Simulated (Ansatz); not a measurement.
**Turning moments in Mn**

System: Mn, a test cell of our own (not relaxed); the cell holds 4 atoms.

```xyz
4
Lattice="5.5888 0.0000 0.0000 0.0000 2.7944 0.0000 0.0000 0.0000 2.7944" Properties=species:S:1:pos:R:3 pbc="T T T"
Mn    0.0000    0.0000    0.0000
Mn    1.3972    1.3972    1.3972
Mn    2.7944    0.0000    0.0000
Mn    4.1916    1.3972    1.3972
```

Numbers behind element symbols give the atom's place in this list.

The calculation used Ansatz, DFT, PBE, PAW (an earlier, harder data set), plane waves, scalar-relativistic.

```
Plane-wave cutoff : 720 eV
k-point mesh      : 2×4×4 (Γ-centred)
Occupations       : Gaussian smearing, 0.1 eV
Valence electrons : 60
```

The mesh is coarse, so energy differences (and at times their sign) aren't converged.

Spins are non-collinear; moments are vectors (x, y, z) in μB. Without spin–orbit coupling a common rotation of all moments costs nothing, so only their relative directions matter.

The default search runs further SCF cycles only where the state itself hints at a lower one. With a search on, the program may also reshape the start on open shells.

With 2 runs in all, an end need not be the lowest state of the cell.

| starting vectors | settings | outcome | final moments | F − F(lowest) (meV/atom) |
| --- | --- | --- | --- | --- |
| Mn1 (0.00, 0.00, 2.80), Mn2 (0.00, 0.00, -2.80), Mn3 (0.00, 0.00, 2.80), Mn4 (0.00, 0.00, -2.80) | default search for lower states | converged in 32 iterations | no moments | 55.5 |
| Mn1 (0.00, 0.00, 2.80), Mn2 (0.00, 0.00, 2.80), Mn3 (0.00, 0.00, 2.80), Mn4 (0.00, 0.00, 2.80) | default search for lower states | converged in 14 iterations | site vectors not recorded: net moment 4.00 μB, absolute moment 4.10 μB | 0.0 |

The ends span 55.5 meV/atom.
